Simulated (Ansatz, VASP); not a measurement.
## Si8C7 (a cell with a defect): VASP beside Ansatz

```
CELL_PARAMETERS angstrom
0.00000 0.00000 -5.07429
3.09194 -5.35539 0.00000
-6.18387 0.00000 0.00000
ATOMIC_POSITIONS crystal
Si 0.48871 0.16667 0.33333
Si 0.50237 0.66666 0.33332
Si 0.50237 0.16668 0.83334
Si 0.50237 0.66666 0.83334
Si 0.99800 0.33701 0.16299
Si 0.99800 0.82598 0.16299
Si 0.99800 0.33701 0.67402
Si 0.99991 0.83333 0.66667
C 0.12802 0.66841 0.33682
C 0.12802 0.16318 0.83159
C 0.12802 0.66841 0.83159
C 0.62485 0.33409 0.16591
C 0.62485 0.83183 0.16591
C 0.62485 0.33409 0.66817
C 0.62708 0.83333 0.66667
```

Change from the starting cell: C vacancy (site b), charge +0, atoms relaxed at the host's cell.

Alike in both runs: functional PBE; k mesh 4 × 4 × 4; occupations gaussian, width 0.01 eV; no spin polarisation.

Ansatz relaxed the structure, and its values are those at the end. VASP's run is a single point on that final structure, the one shown.

|  | VASP | Ansatz |
| --- | --- | --- |
| version | VASP 6.6.1 | Ansatz 0.2.0 |
| potentials or method | VASP PAW PBE potentials, release 64 (Si, C) | scalar-relativistic, plane waves, PAW |
| plane-wave cutoff (eV) | 520 | 420 |
| valence electrons in the cell | 60 | 60 |

VASP gave:

| Property | Result |
| --- | --- |
| gap on the k mesh at the Fermi level (eV) | none |
| rms of the force components (eV/Å) | 0.011 |

Question: Which values does Ansatz return?

Answer: gap on the k mesh at the Fermi level (eV): none; rms of the force components (eV/Å): 0.010.

A gap of «none» marks a metal or a gap that the smearing closes. With one functional, cell and mesh, what is left measures potentials, basis and numerics.
